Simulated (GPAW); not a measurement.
# NiO (Fm-3m) in GPAW: further runs

One crystal, NiO, is run at these levels: PBE, LDA, mBEEF; tasks: band structure.

Program: GPAW 26.7.0. These are calculated values, not measurements. Logs are shortened: lines on timing, memory, paths and dates and some standing lists are left out, and cuts for length are marked. The log counts tension as positive stress, the text compression.

**What was measured.**

“Local correlations, non-local screening, multiplets, and band formation in NiO”, 2012, arxiv:1210.6675 quotes, for a bulk crystal of NiO: band gap 4.3 eV.

The results are compared with them further down.

**1. The crystal as given**

The structure is cubic, space group Fm-3m (No. 225). The conventional cell has a = 4.172 Å, b = 4.172 Å, c = 4.172 Å, α = 90.00°, β = 90.00°, γ = 90.00°. Around Ni (site symmetry m-3m) lie 6 O at 2.09 Å. O (site symmetry m-3m) has 6 Ni at 2.09 Å as nearest neighbours.

**2. Band structure, PBE, collinear spin, ferromagnetic start**

The input, run.py:

```python
from ase import Atoms
from ase.dft.bandgap import bandgap
from ase.io import write
from gpaw import GPAW

atoms = Atoms(['Ni', 'O'],
              cell=[[0.0, 2.0859016414, 2.0859016414],
                    [2.0859016414, 0.0, 2.0859016414],
                    [2.0859016414, 2.0859016414, 0.0]],
              scaled_positions=[[0.0, 0.0, 0.0],
                                [0.5, 0.5, 0.5]],
              pbc=True)
atoms.set_initial_magnetic_moments([1.0, 0.0])

calc = GPAW(mode='lcao',
            h=0.2,
            basis='dzp',
            xc='PBE',
            kpts={'size': (8, 8, 8), 'gamma': True},
            occupations={'name': 'fermi-dirac', 'width': 0.05},
            convergence={'density': 1e-05, 'energy': 1e-05},
            maxiter=150,
            txt='gpaw.txt')
atoms.calc = calc
energy = atoms.get_potential_energy()
forces = atoms.get_forces()
calc.write('gs.gpw')
write('result.traj', atoms)
print(f'Energy: {energy:.6f} eV')
print('Forces (eV/A):')
print(forces.round(4))
print('Moments:', calc.get_magnetic_moments().round(3))
print('Fermi level:', round(calc.get_fermi_level(), 4), 'eV')
print(f'Gap: {bandgap(calc)[0]:.4f} eV, direct: {bandgap(calc, direct=True)[0]:.4f} eV')

path = atoms.cell.bandpath('GXWKGLUWLK,UX', npoints=60, eps=1e-4)
bs_calc = calc.fixed_density(kpts=path, symmetry='off', txt='bands.txt')
bs = bs_calc.band_structure()
bs.write('bs.json')
print(f'Gap on the path: {bandgap(bs_calc)[0]:.4f} eV')
```

Potentials or basis: GPAW PAW data sets (gpaw-data 1.2.1), lcao:dzp.

Launch:

```sh
$ OMP_NUM_THREADS=1 python run.py
```

gpaw.txt:

```text
__  _  _
 | _ |_)|_||  |
 |__||  | ||/\| - 26.7.0

Input parameters:
  mode=LCAO(),
  basis={'default': 'dzp'},
  convergence={'density': 1e-05, 'energy': 1e-05},
  h=0.2,
  kpts=MonkhorstPack(size=(8, 8, 8), gamma=True),
  maxiter=150,
  occupations=Occupations(name='fermi-dirac', width=0.05),
  xc=XC(name='PBE')

              O

       Ni

Atoms  # Å, Bohr magnetons
|   | symbol |        x |        y |        z |    initial magnetic moments |
|---|--------|----------|----------|----------|-----------------------------|
| 0 |     Ni | 0.000000 | 0.000000 | 0.000000 | ( 0.0000,  0.0000,  1.0000) |
| 1 |      O | 2.085902 | 2.085902 | 2.085902 | ( 0.0000,  0.0000,  0.0000) |

Unit cell  # Å
| periodic |        x |        y |        z |  lengths |    angles |
|----------|----------|----------|----------|----------|-----------|
|      yes | 0.000000 | 2.085902 | 2.085902 | 2.949910 | 60.000000 |
|      yes | 2.085902 | 0.000000 | 2.085902 | 2.949910 | 60.000000 |
|      yes | 2.085902 | 2.085902 | 0.000000 | 2.949910 | 60.000000 |

Number of symmetries: 48
Symmetry operations  # r_c * U_cc + t_c -> r_c
|    | kind |            matrix            |
|----|------|------------------------------|
|  0 |  σ   |  1, 0, 0,  1, 0,-1,  1,-1, 0 |
|  1 |  C2  |  1, 0, 0,  1,-1, 0,  1, 0,-1 |
|  2 |  E   |  1, 0, 0,  0, 1, 0,  0, 0, 1 |
|  3 |  σ   |  1, 0, 0,  0, 0, 1,  0, 1, 0 |
|  4 |  C4  |  1, 0,-1,  1, 0, 0,  1,-1, 0 |
|  5 |  S6  |  1, 0,-1,  1,-1, 0,  1, 0, 0 |
|  6 |  σ   |  1, 0,-1,  0, 1,-1,  0, 0,-1 |
|  7 |  C3  |  1, 0,-1,  0, 0,-1,  0, 1,-1 |
|  8 |  S6  |  1,-1, 0,  1, 0, 0,  1, 0,-1 |
|  9 |  C4  |  1,-1, 0,  1, 0,-1,  1, 0, 0 |
| 10 |  C3  |  1,-1, 0,  0,-1, 1,  0,-1, 0 |
| 11 |  σ   |  1,-1, 0,  0,-1, 0,  0,-1, 1 |
| 12 |  σ   |  0, 1, 0,  1, 0, 0,  0, 0, 1 |
| 13 |  C4  |  0, 1, 0,  0, 1,-1, -1, 1, 0 |
| 14 |  C3  |  0, 1, 0,  0, 0, 1,  1, 0, 0 |
| 15 |  S6  |  0, 1, 0, -1, 1, 0,  0, 1,-1 |
| 16 |  C2  |  0, 1,-1,  1, 0,-1,  0, 0,-1 |
[... 17 lines left out ...]
| 34 |  S4  |  0,-1, 0,  0,-1, 1,  1,-1, 0 |
| 35 |  C2  |  0,-1, 0, -1, 0, 0,  0, 0,-1 |
| 36 |  C2  | -1, 1, 0,  0, 1, 0,  0, 1,-1 |
| 37 |  S6  | -1, 1, 0,  0, 1,-1,  0, 1, 0 |
| 38 |  S4  | -1, 1, 0, -1, 0, 1, -1, 0, 0 |
| 39 |  C3  | -1, 1, 0, -1, 0, 0, -1, 0, 1 |
| 40 |  S6  | -1, 0, 1,  0, 0, 1,  0,-1, 1 |
| 41 |  C2  | -1, 0, 1,  0,-1, 1,  0, 0, 1 |
| 42 |  C3  | -1, 0, 1, -1, 1, 0, -1, 0, 0 |
| 43 |  S4  | -1, 0, 1, -1, 0, 0, -1, 1, 0 |
| 44 |  C2  | -1, 0, 0,  0, 0,-1,  0,-1, 0 |
| 45 |  i   | -1, 0, 0,  0,-1, 0,  0, 0,-1 |
| 46 |  σ   | -1, 0, 0, -1, 1, 0, -1, 0, 1 |
| 47 |  C2  | -1, 0, 0, -1, 0, 1, -1, 1, 0 |

BZ-sampling:
  Number of BZ points: 512
  Number of IBZ points: 29

  Monkhorst-Pack size: [8, 8, 8]
  Monkhorst-Pack shift: [0.0625, 0.0625, 0.0625]

[... 323 lines left out ...]
        l=0, rc=2.2969 Bohr: 2s-dz split-valence wave
        l=1, rc=2.8906 Bohr: 2p-dz split-valence wave
        l=2, rc=5.3906 Bohr: d-type Gaussian polarization
      Number of RI-basis functions 0

Reference energy: -43408.850748  # eV

eigensolver:
  <gpaw.new.lcao.eigensolver.LCAOEigensolver object>
density mixing:
  MSR1-Mixer
  Pratt-step length: 0.05
  Maximum mixing coefficient: 0.75
  Old densities: 10
  SVD Regularization: 0.005
  Good broyden scale: 1.0
  Trust region scale: 1.0
  Backstep threshold: 4.0
  History deletion threshold: 6.0
  Fourier metric: weight=20.0, sigma=0.015

occupation numbers:
  Fermi-Dirac:
    width: 0.0500  # eV

FastPoissonSolver using
    Stencil: 12*3+1=37 point O(h^6) finite-difference Laplacian
    FFT axes: [np.int64(0), np.int64(1), np.int64(2)]
    FST axes: []

xc functional:
  name: PBE with 2 nearest neighbor stencil
interpolation: tri-quintic # 5. degree polynomial

convergence criteria:
- Maximum integral of absolute [dens]ity change: 1e-05 electrons / valence electron
- Maximum [total energy] change in last 3 cyles: 1e-05 eV / valence electron
- Maximum integral of absolute [eigenst]ate change: 4e-08 eV^2 / valence electron
maximum number of iterations: 150

SCF iterations
|iter     | |      energy | eigst |  dens |  magmom |
|---------|-|-------------|-------|-------|---------|
|iter:   1| |  -11.981198 |      c|       |  +0.9858|
|iter:   2| |  -11.884133 |      c| -1.21 |  +0.9689|
|iter:   3| |  -11.803770 |      c| -1.28 |  +0.8976|
|iter:   4| |  -11.839270 |      c| -1.57 |  +0.8299|
|iter:   5| |  -11.850229 |      c| -2.03 |  +0.8193|
|iter:   6| |  -11.854578 |      c| -2.32 |  +0.8459|
|iter:   7| |  -11.855823 |      c| -2.34 |  +0.8656|
|iter:   8| |  -11.858888 |      c| -2.33 |  +0.9288|
|iter:   9| |  -11.883427 |      c| -2.35 |  +1.3949|
|iter:  10| |  -11.862110 |      c| -2.14 |  +0.9569|
|iter:  11| |  -11.887110 |      c| -2.39 |  +1.4356|
[... 5 lines left out ...]
|iter:  17| |  -11.902794 |      c| -2.33 |  +1.6817|
|iter:  18| |  -11.872187 |      c| -2.11 |  +2.1859|
|iter:  19| |  -11.901038 |      c| -1.71 |  +1.7318|
|iter:  20| |  -11.901536 |      c| -2.53 |  +1.8129|
|iter:  21| |  -11.901422 |      c| -2.93 |  +1.8331|
|iter:  22| |  -11.900933 |      c| -2.88 |  +1.7556|
|iter:  23| |  -11.901442 |      c| -3.21 |  +1.8365|
|iter:  24| |  -11.901091 |      c| -2.78 |  +1.7635|
|iter:  25| |  -11.901356 |      c| -3.39 |  +1.7805|
|iter:  26| |  -11.901341 |      c| -4.51 |  +1.7796|
|iter:  27| |  -11.901340c|      c| -5.69c|  +1.7796|

Converged in 27 steps
Energy contributions relative to reference atoms: (reference = -43408.850748)

Energy contributions:
  Kinetic:          30.579432
  Coulomb:         -25.537760
  Zero:              0.824043
  External:          0.000000
  Xc:              -17.762778
  Entropy:          -0.008554
  Spinorbit:         0.000000
  ----------------------------
  Free energy:     -11.905618
  Extrapolated:    -11.901340

dipole moment: (-8.405351, -8.405351, -8.405351)  # |e|*Ang

Total magnetic moment: (0.000000, 0.000000, 1.779581)

Local magnetic moments
|        x |        y |        z |
|----------|----------|----------|
| 0.000000 | 0.000000 | 1.474908 |  # Ni   0
| 0.000000 | 0.000000 | 0.214637 |  # O    1

Fermi level: 8.281
Eigenvalues  # (at kpt = [0.000, 0.000, 0.000])
| band index |      eig [eV] | occ [0-1] |      eig [eV] | occ [0-1] |
|------------|---------------|-----------|---------------|-----------|
|          0 |       -56.548 |     1.000 |       -54.746 |     1.000 |
|        ... |               |           |               |           |
|          4 |         5.073 |     1.000 |         5.583 |     1.000 |
|          5 |         5.073 |     1.000 |         5.583 |     1.000 |
|          6 |         5.076 |     1.000 |         5.622 |     1.000 |
|          7 |         5.076 |     1.000 |         6.393 |     1.000 |
|          8 |         5.118 |     1.000 |         6.393 |     1.000 |
|          9 |         5.558 |     1.000 |         6.395 |     1.000 |
|         10 |         5.558 |     1.000 |         7.653 |     1.000 |
|         11 |         5.559 |     1.000 |         7.653 |     1.000 |
|         12 |         9.550 |     0.000 |         9.936 |     0.000 |
|         13 |        28.139 |     0.000 |        28.367 |     0.000 |
|         14 |        28.145 |     0.000 |        28.373 |     0.000 |
|         15 |        28.145 |     0.000 |        28.373 |     0.000 |

No gap
No difference between direct/indirect transitions

Forces  # eV/Ang
|       x |       y |        z |
|---------|---------|----------|
| 0.00000 | 0.00000 | -0.00000 |  # Ni   0
| 0.00000 | 0.00000 | -0.00000 |  # O    1

# Writing to gs.gpw (mode='')
```

stdout:

```text
Energy: -11.901340 eV
Forces (eV/A):
[[ 0.  0. -0.]
 [ 0.  0. -0.]]
Moments: [1.475 0.215]
Fermi level: 8.2805 eV
Gap: 0.0000 eV, direct: 0.0000 eV
Gap on the path: 0.0000 eV
```

bands.txt:

```text
convergence criteria:
- Maximum integral of absolute [eigenst]ate change: 4e-08 eV^2 / valence electron
maximum number of iterations: 150

SCF iterations
|iter     | |      energy | eigst |  dens |  magmom |
[... 62 lines left out ...]
         [0.44642857, 0.44642857, 0.60714286],
         [0.42857143, 0.42857143, 0.64285714],
         [0.41071429, 0.41071429, 0.67857143],
         [0.39285714, 0.39285714, 0.71428571],
         [0.375     , 0.375     , 0.75      ],
         [0.625     , 0.25      , 0.625     ],
         [0.59375   , 0.1875    , 0.59375   ],
         [0.5625    , 0.125     , 0.5625    ],
         [0.53125   , 0.0625    , 0.53125   ],
         [0.5       , 0.        , 0.5       ]])),
  maxiter=150,
  occupations=Occupations(name='fermi-dirac', width=0.05),
  symmetry=Symmetry(point_group=False, time_reversal=False),
  xc=XC(name='PBE')
```

Run time: 9.4 min. Hardware: 1 thread of Intel Xeon Platinum 8488C (Sapphire Rapids), shared host; peak memory 0.22 GiB.

Results:

* Free energy: -11.9056 eV
* Band gap along the path: none (metal or under the smearing width)
* Net moment: 1.78 μB per cell
* Site moments: Ni +1.47; O +0.21 μB

Levels at the corners of the path, in eV from the Fermi level:
Spin up:
```csv
point,band 10,band 11,band 12,band 13
Γ,-2.72,-2.72,-2.72,1.27
X,-2.28,-1.68,-1.68,5.86
W,-1.96,-1.68,-1.30,8.31
K,-1.80,-1.57,-1.22,7.58
Γ,-2.72,-2.72,-2.72,1.27
L,-1.45,0.28,0.28,5.34
U,-1.80,-1.57,-1.22,7.58
W,-1.96,-1.68,-1.30,8.31
L,-1.45,0.28,0.28,5.34
K,-1.80,-1.57,-1.22,7.58
U,-1.80,-1.57,-1.22,7.58
X,-2.28,-1.68,-1.68,5.86
```
Spin down:
| point | band 8 | band 9 | band 10 | band 11 | band 12 | band 13 |
| --- | --- | --- | --- | --- | --- | --- |
| Γ | -1.89 | -1.89 | -1.89 | -0.63 | -0.63 | 1.66 |
| X | -2.86 | -0.75 | -0.75 | -0.18 | 0.39 | 6.32 |
| W | -1.12 | -1.11 | -0.75 | 0.25 | 1.01 | 8.87 |
| K | -1.69 | -0.88 | -0.66 | 0.52 | 1.03 | 8.03 |
| Γ | -1.89 | -1.89 | -1.89 | -0.63 | -0.63 | 1.66 |
| L | -0.96 | -0.96 | -0.57 | 2.31 | 2.31 | 5.53 |
| U | -1.69 | -0.88 | -0.66 | 0.52 | 1.03 | 8.03 |
| W | -1.12 | -1.11 | -0.75 | 0.25 | 1.01 | 8.87 |
| L | -0.96 | -0.96 | -0.57 | 2.31 | 2.31 | 5.53 |
| K | -1.69 | -0.88 | -0.66 | 0.52 | 1.03 | 8.03 |
| U | -1.69 | -0.88 | -0.66 | 0.52 | 1.03 | 8.03 |
| X | -2.86 | -0.75 | -0.75 | -0.18 | 0.39 | 6.32 |

Caveat: the real-space grid adds noise to forces; the basis of atomic orbitals isn't converged, which shifts pressures, moduli and gaps; a cell with one magnetic atom can't hold antiferromagnetic order, which such compounds often take; semilocal functionals often make such compounds metallic where correlation or magnetic order opens a gap, which also shifts bond lengths.

(Part 1 of 2 ends here.)
